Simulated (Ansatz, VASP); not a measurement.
# Mo: VASP beside Ansatz

Contents of INCAR:

```
ALGO = Normal
EDIFF = 1E-8
ENCUT = 520
GGA = PE
ISIF = 2
ISMEAR = -1
LASPH = True
LCHARG = False
LEFG = True
LREAL = False
LWAVE = False
NBANDS = 13
NELM = 100
PREC = Accurate
SIGMA = 0.08
```

File KPOINTS:

```
k-points
0
Gamma
  17 17 17
```

POSCAR

```
Mo
1.0
    0.0000000000      1.9742159233      1.9742159233
    1.9742159233      0.0000000000      1.9742159233
    1.9742159233      1.9742159233      0.0000000000
Mo
1
Direct
    0.0000000000      0.0000000000      0.0000000000
```

Input for Ansatz:

```yaml
crystal:
  lattice:
    - [0.0, 1.9742159233, 1.9742159233]
    - [1.9742159233, 0.0, 1.9742159233]
    - [1.9742159233, 1.9742159233, 0.0]
  atoms:
    - { symbol: Mo, position: [0.0, 0.0, 0.0] }
kpoints:
  mp_grid: { grid: [17, 17, 17] }
scf:
  occupations: { method: fermi_dirac, width: 0.08 }
hamiltonian:
  xc: pbe
  pseudopotentials: { kind: paw }
output:
  forces: true
  stress: true
  eigenvalues: true
  efg: { contact_densities: true }
```

Change from the starting cell: volume scaled by 0.9405, PAW files.

Alike in both runs: task electric field gradients; functional PBE; k mesh 17 × 17 × 17; occupations fermi-dirac, width 0.08 eV; no spin polarisation.

|  | VASP | Ansatz |
| --- | --- | --- |
| version | VASP 6.6.1 | Ansatz 0.2.0 |
| potentials or method | VASP PAW PBE potentials, release 64 (Mo_sv) | PAW with Ansatz's default frozen-core files, scalar-relativistic |
| plane-wave cutoff (eV) | 520 | 420 |
| valence electrons in the cell | 14 | 14 |

VASP gave:

* pressure (GPa): 11.1
* Vzz of the field gradient on the site that differs most (V/Å²): 0.0

Which values does Ansatz return?

Pressure (GPa): 10.6; Vzz of the field gradient on the site that differs most (V/Å²): 0.0.

The functional is the same, so the differences come from potentials, cutoffs and numerics. Ansatz warned: «gradients_without_spin_orbit».
